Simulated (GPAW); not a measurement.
Runs of GPAW 26.7.0 on TiO. It takes space group Pm-3m (No. 221, cubic). The conventional cell has a = 2.708 Å, b = 2.708 Å, c = 2.708 Å, α = 90.00°, β = 90.00°, γ = 90.00°. Around Ti (site symmetry m-3m) lie 8 O at 2.35 Å. O (site symmetry m-3m) is surrounded by 8 Ti at 2.35 Å. The cell comes from a database or a generator and needn't be the stable form of this composition.

```tsv
level	potentials or basis	spin	U	fixed moment (μB)	gap on the mesh (eV)	pressure (GPa)	moment (μB)
r2SCAN+U	GPAW PAW data sets (gpaw-data 1.2.1), pw	collinear, zero start	Ti d U = 4 eV	0.0	-	-11.6	0.00
r2SCAN+U	GPAW PAW data sets (gpaw-data 1.2.1), pw	collinear, zero start	Ti d U = 2 eV	-	none	(a)	0.00
r2SCAN+U	GPAW PAW data sets (gpaw-data 1.2.1), pw	off	Ti d U = 4 eV	-	none	-11.6	-
LDA+U	the program's PAW data sets (release 1.2.1) made for this functional, pw	collinear, ferromagnetic start	Ti d U = 2 eV	3.0	-	19.4	3.00
LDA+U	the program's PAW data sets (release 1.2.1) made for this functional, pw	collinear, random start	Ti d U = 2 eV	-	none	-24.8	0.18
```

Alike in all rows: task single point; cell as given; k mesh 7 × 7 × 7; cutoff (eV) 800; smearing gaussian 0.05 eV.

**Question.** Estimate the missing entries.

**Answer.** (a) -14.8.

Caveats: the PAW data sets were made with another functional, which shifts forces and pressure a little (some runs); the total moment is fixed, so each spin has its own Fermi level (some runs); U without spin polarisation on a metal has little footing (some runs).

A gap of «none» marks a metal or a gap under the smearing width.
